How hard does a tantalum nitride crystal resist when two of its atomic layers are pushed together, and can that be read off from how it comes apart? The usual hope is that one smooth curve covers both. In this scan a single curve describes the opening of the crystal fairly well, but it fails for the one squeezed row. The crystal does resist being squeezed, though much less than its behaviour on opening suggests.

Rocksalt-type TaN (a = 4.376 Å, 12-atom cell), opened rigidly along the normal of a (111) plane between a Ta and an N layer, without relaxation. Ansatz 0.2.0, plane-wave PAW, PBEsol, scalar-relativistic, no spin polarisation, cutoff 420 eV, 22×22×4 k mesh, Gaussian smearing of 0.15 eV. Energies are free energies per area of the cut, relative to the undisturbed crystal.

| opening (Å) | separation energy (mJ/m²) | traction (GPa (slope of the separation energy)) |
| --- | --- | --- |
| -0.3 | 1038 | -78.82 |
| 0 | 0 | 0.19 |
| 0.25 | 452 | 32.13 |
| 0.5 | 1443 | 44.45 |
| 1 | 3579 | 36.53 |
| 1.5 | 4952 | 19.09 |
| 2 | 5614 | 8.75 |
| 3 | 6063 | 1.89 |
| 6 | 6207 | 0.12 |

**What happens**

The cut runs along a (111) plane, between a layer of tantalum and a layer of nitrogen. The two halves move as rigid blocks, so only the gap between them changes. The undisturbed crystal is cubic; all other rows have a lower, trigonal symmetry, simply because the blocks were shifted. As the gap opens, the separation energy rises at every step and levels off near 6200 mJ/m². The traction, which is the pull per area needed to hold the gap open, is highest at 0.5 Å among the computed rows and then dies away.

This shape has a simple origin. Near the resting position the pull grows in proportion to the opening, as in a spring. Further out, the electron clouds of the two faces overlap less and less, and bonding fades roughly exponentially with distance. A rising spring force multiplied by a fading overlap gives a single hump, and the energy is the area under it.

The row at −0.3 Å lies on the other side of the resting position. Its traction is negative because the layers now push each other apart. This small squeeze costs 1038 mJ/m², more than twice the cost of opening the gap by 0.25 Å. For a plain spring the slightly longer path would cost only 1.44 times as much. Squeezing is therefore the harder direction, and the question is whether it is as hard as the smooth curve demands.

**The smooth curve and what it predicts**

The curve is known as the universal binding-energy relation. Let $x$ be the opening, $W$ the energy at full separation and $\ell$ the distance over which bonding fades. A spring force cut off by fading overlap is

$$T = \frac{W}{\ell^2}\,x\,e^{-x/\ell},$$

where $T$ is the traction. Adding up this force from zero to $x$ gives the separation energy

$$E = W\left[1-\left(1+\frac{x}{\ell}\right)e^{-x/\ell}\right].$$

The force peaks at $x=\ell$, where it equals $W/(e\,\ell)$ with $e = 2.718$. The length therefore follows from two values in the table, the energy at 6 Å and the highest traction. Since 1 GPa acting over 1 Å is 100 mJ/m², the peak of 44.45 GPa is 4445 mJ/m² per Å, and

$$\ell = \frac{6207}{2.718\times 4445} = 0.514\ \text{Å}.$$

The squeezed row played no part in setting this length, so it is a real test. Its opening in units of the length is $-0.3/0.514 = -0.584$, and the predicted energy is

$$E = 6207\,\left[1-0.416\times e^{0.584}\right] \approx 1577\ \text{mJ/m}^2.$$

The computed value is lower, and the law overshoots it by 52 %. The predicted push between the layers is also too strong, by a factor of 1.6. On the opened rows the largest energy miss is 136 mJ/m², about a quarter of the miss in the squeezed row. The printed analysis after this text gives the comparison for each row.

The opened rows do not follow the law perfectly either. At 0.25 Å it is 18 % above the computed energy, and at 0.5 Å it is again too high. From 1 Å onward it stays within little more than 1 % of the computed energies. The break at −0.3 Å is thus the strongest sign of a wider pattern: near the resting position the crystal is softer than the law says.

**Why the squeezed row breaks away**

The likely cause lies in the direction of the bonds. Each tantalum atom at the cut is tied to three nitrogen atoms across the gap, and these bonds lean well away from the direction of motion. When the layers approach by 0.3 Å, each bond shortens by only 0.16 Å, from 2.19 to 2.03 Å. About half of the motion goes into compressing the bonds, while the rest only tilts them further.

A camera tripod with springy legs and its feet fixed to the floor behaves in the same way. Press down on its head while the legs are spread wide, and much of the motion only tilts them, so the head gives way easily. Lift the head and the legs swing upright, so each further step stretches them more. The likeness covers only this geometry, because a spring leg never lets go, whereas a chemical bond weakens as it is stretched.

In the crystal this uprighting is considerable. At 0.5 Å, where the length of the law was set, a bond stretches by 0.70 Å for each ångström of further opening. At −0.3 Å the same measure is only 0.48. The law knows nothing of this change. It takes the stiffness of half-raised bonds and applies it to a squeezed gap where the bonds lie flatter, and so it asks for too much energy.

Leaning does not make squeezing cheap. The rows at −0.3 and 0.25 Å change the bond length by nearly the same amount, yet the squeezed one costs 2.3 times as much. Atoms pushed into each other repel more steeply than stretched bonds pull back. The law contains this imbalance but exaggerates it, with a ratio of 2.9 between the same two rows.

The bond lengths and the misses are results; the link between them is an argument. It gives the right direction for the three rows where the law is clearly too high. The size of the effect can be tested roughly too. Put the change in bond length into the law in place of the opening, and set the length again from the row at 0.5 Å, with the traction divided by 0.703 to give the pull per ångström of bond stretch. The length becomes 0.361 Å, and the law gives about 806 mJ/m² for the squeezed row, now below the computed value instead of above it. Leaning is thus large enough to explain the whole overshoot. The shortfall that is left probably comes from steeper repulsion, or from other contacts across the cut, such as tantalum to tantalum. With only one squeezed row, the course of the break under stronger or weaker squeezing remains unknown.

**Could a better choice of length repair it?**

A longer length would lower the predicted energy at −0.3 Å, as required. It would also lower the prediction at every opened row short of full separation. At 1.5 and 2 Å the law is already too low, so those rows would get worse. With the total energy held fixed, no single length suits both ends of the scan, and the fault lies in the shape of the law.

The coarse spacing of the rows does not explain the break either. The true peak of the traction may lie between computed openings, and it can then only be higher than the value used here. A higher peak means a shorter length, and a shorter length raises the prediction for the squeezed row. The break would grow.

**What to do about it**

For a model of how this plane comes apart, the law is a fair summary of the energy from about 1 Å of opening onward, though its traction is still off by up to about a tenth between 1 and 3 Å. For the stiffness of the gap near its resting position, or for layers pressed together, the response should be computed directly with several small steps on both sides of zero. If the argument about leaning bonds holds, the same care applies to other cuts whose bonds lean strongly. Where the nearest bonds stand along the direction of motion, as at a cut parallel to a cube face of this crystal, they stay upright, and this source of softness should be absent.

The total of 6207 mJ/m² needs care as a surface energy. It pays for two unlike faces, one all tantalum and one all nitrogen, and half of it is only their average. The atoms were not allowed to settle after the cut, which would lower the cost. Two such faces can also leave an electric field across the gap, and its size here is unknown.

The peak traction of about 44 GPa is likewise an ideal value, for a flawless crystal opened everywhere at once with its atoms held rigid. It is also only the highest value among the computed rows, and the true peak may lie between them and be somewhat higher.

Printed output of the fit:

```
Length in the law, in A: 0.5137
Law against calculation:
   row  law energy mJ/m2  law less computed mJ/m2  law traction GPa
  -0.3              1577                    538.7            -126.5
   0.0                 0                        0                 0
  0.25               535                    82.95             36.14
   0.5              1579                    136.2             44.43
   1.0              3596                    17.07             33.58
   1.5              4895                   -57.33             19.03
   2.0              5588                   -25.95             9.586
   3.0              6083                    20.49             2.053
   6.0              6206                  -0.6661           0.01194
Bonds across the cut:
   row  Ta-N length A  change A  stretch per A of opening  percent of total energy
  -0.3          2.029   -0.1585                    0.4751                    16.72
   0.0          2.188         0                    0.5778                        0
  0.25          2.341    0.1534                    0.6467                    7.282
   0.5           2.51    0.3223                    0.7028                    23.25
   1.0          2.884    0.6957                    0.7852                    57.66
   1.5          3.291     1.103                    0.8399                    79.78
   2.0          3.721     1.533                    0.8773                    90.45
   3.0          4.623     2.435                    0.9224                    97.68
   6.0           7.48     5.292                    0.9711                      100
Squeezed row, law energy too high by, in percent of computed: 51.9
Squeezed row, law traction over computed traction: 1.605
Largest energy miss on the opened rows, in mJ/m2: 136.2
The same in percent of the total energy: 2.195
Miss of the squeezed row over largest miss of the opened rows: 3.955
Row 0.25 A, law energy too high by, in percent of computed: 18.35
Computed energy at -0.3 A over that at 0.25 A: 2.296
The same ratio in the law: 2.947
The same ratio for a spring in the bond length: 1.068
Energy still gained from 3 to 6 A, in mJ/m2: 144
```
